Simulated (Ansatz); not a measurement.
NaI: deformation potentials from a series

```
CELL_PARAMETERS angstrom
0.00000 3.23640 3.23640
3.23640 0.00000 3.23640
3.23640 3.23640 0.00000
ATOMIC_POSITIONS crystal
Na 0.00000 0.00000 0.00000
I 0.50000 0.50000 0.50000
```

Atom numbers follow the list: Na1, I2.

The conventional cell has a = 6.473 Å, b = 6.473 Å, c = 6.473 Å, α = 90.00°, β = 90.00°, γ = 90.00°. Na (atom 1) has 6 I at 3.24 Å as nearest neighbours. I (atom 2) has 6 Na at 3.24 Å as nearest neighbours.

The cell is COD entry 9008681, as deposited and not checked against the literature; nothing was relaxed.

No spin–orbit coupling, which matters for the heavy atoms here.

All numbers below come from DFT, LDA, all-electron LAPW, scalar-relativistic in Ansatz 0.2.0.

The runs use a Γ-centred 8×8×8 k mesh, Fermi–Dirac smearing of 0.02 eV, basis error target 1 meV/atom, no spin polarisation.

The strain is applied along the Cartesian axes of the cell as listed (the other components stay zero). Fractional coordinates are held (clamped ions).

Only quantities that a quadratic follows smoothly over the whole series are listed; rougher ones are left out.

```
    εzz  direct gap at Γ, from the mean of the top three filled levels (eV)  singlet less doublet of the top filled triplet at Γ (eV)
-0.0200                                                               3.387                                                    -0.028
 0.0000                                                               3.332                                                     0.000
 0.0100                                                               3.307                                                     0.013
 0.0200                                                               3.283                                                     0.024
```

Fit the series and give the slopes at zero strain.

Least-squares fits y = p0 + p1 x + p2 x² to the rows give direct gap at Γ, from the mean of the top three filled levels (eV): p1 = -2.6, p2 = 7.3; singlet less doublet of the top filled triplet at Γ (eV): p1 = 1.3, p2 = -5.5. Without spin–orbit coupling the singlet lies 3b(εzz − εxx) above the doublet in the usual convention, so the shear deformation potential is b = 0.43 eV.

One run, at εzz = -0.0100, is withheld. Predict its row.

The fits give 3.359, -0.013; the run gave 3.359, -0.014.
